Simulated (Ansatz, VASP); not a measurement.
AlCo in VASP and in Ansatz

```
Co Al
1.0
     2.66402    0.00000    0.00000
    -1.33201    2.30711    0.00000
     0.00000    0.00000    7.47259
Co Al
2 2
Direct
  0.00000 0.00000 0.00000
  0.00000 0.00000 0.50000
  0.33333 0.66667 0.25000
  0.66667 0.33333 0.75000
```

Change from the starting cell: volume scaled by 0.94, LAPW.

Alike in both runs: task single point; functional PBE; k mesh 10 × 10 × 6; occupations fermi-dirac, width 0.05 eV; no spin polarisation.

|  | VASP | Ansatz |
| --- | --- | --- |
| version | VASP 6.6.1 | Ansatz 0.2.0 |
| potentials or method | VASP PAW PBE potentials, release 64 (Co, Al), cutoff 520 eV | all-electron LAPW, scalar-relativistic |

```tsv
	VASP	Ansatz	Ansatz less VASP
pressure (GPa)	11.1	11.1	+0.02
largest component of the traceless stress (GPa)	0.32	0.08	-0.238
```

Ansatz ran all-electron here, so the differences hold the error of VASP's frozen core and of both bases.

Spin polarisation is off, so any magnetic state and its effect on volume and gap are missing.
